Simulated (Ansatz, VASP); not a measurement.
**BN: VASP beside Ansatz**

Contents of INCAR:

```
ALGO     = Normal         # electronic algorithm
EDIFF    = 1E-8           # SCF threshold, eV
ENCUT    = 520            # plane-wave cutoff, eV
GGA      = PE             # functional
ISIF     = 2              # what is computed and relaxed
ISMEAR   = -1             # smearing method
LASPH    = T              # aspherical terms in the spheres
LCHARG   = F              # write CHGCAR
LEFG     = T            
LREAL    = F              # projectors in reciprocal space
LWAVE    = F              # write WAVECAR
NBANDS   = 16             # bands
NELM     = 100            # most SCF steps
PREC     = Accurate       # precision mode
SIGMA    = 0.02           # smearing width, eV
```

The input KPOINTS:

```
k-points
0
Gamma
  11 11 4
```

POSCAR

```
BN
1.0
    2.4701498301      0.0000000000      0.0000000000
   -1.2350749151      2.1392125040      0.0000000000
    0.0000000000      0.0000000000      6.5711727478
B N
2 2
Direct
    0.3333333333      0.6666666667      0.2500000000
    0.6666666667      0.3333333333      0.7500000000
    0.3333333333      0.6666666667      0.7500000000
    0.6666666667      0.3333333333      0.2500000000
```

Input for Ansatz:

```yaml
crystal:
  lattice:
    - [2.4701498301, 0.0, 0.0]
    - [-1.2350749151, 2.139212504, 0.0]
    - [0.0, 0.0, 6.5711727478]
  atoms:
    - { symbol: B, position: [0.3333333333, 0.6666666667, 0.25] }
    - { symbol: B, position: [0.6666666667, 0.3333333333, 0.75] }
    - { symbol: "N", position: [0.3333333333, 0.6666666667, 0.75] }
    - { symbol: "N", position: [0.6666666667, 0.3333333333, 0.25] }
kpoints:
  mp_grid: { grid: [11, 11, 4] }
scf:
  occupations: { method: fermi_dirac, width: 0.02 }
hamiltonian:
  xc: pbe
  pseudopotentials: { kind: all_electron, datasets: crystal }
output:
  forces: true
  stress: true
  eigenvalues: true
  efg: { contact_densities: true }
```

Change from the starting cell: volume scaled by 0.96, crystal datasets.

Alike in both runs: task electric field gradients; functional PBE; k mesh 11 × 11 × 4; occupations fermi-dirac, width 0.02 eV; no spin polarisation.

|  | VASP | Ansatz |
| --- | --- | --- |
| version | VASP 6.6.1 | Ansatz 0.2.0 |
| potentials or method | VASP PAW PBE potentials, release 64 (B, N) | all-electron PAW with datasets made for the crystal, scalar-relativistic |
| plane-wave cutoff (eV) | 520 | see its input |

VASP gave:

* gap on the k mesh at the Fermi level (eV): 4.38
* pressure (GPa): 14.3
* largest component of the traceless stress (GPa): 10.97
* Vzz of the field gradient on the site that differs most (V/Å²): 36.1

Q: Estimate Ansatz's values.

A: gap on the k mesh at the Fermi level (eV): 4.39; pressure (GPa): 14.2; largest component of the traceless stress (GPa): 10.69; Vzz of the field gradient on the site that differs most (V/Å²): 29.7.

Ansatz ran all-electron here, so the differences hold the error of VASP's frozen core and of both bases.

Caveats: an odd mesh through Γ misses points on the zone boundary, where band edges often lie; this functional lacks dispersion, which binds the layers, so the pressure and a relaxed spacing across them are unreliable.
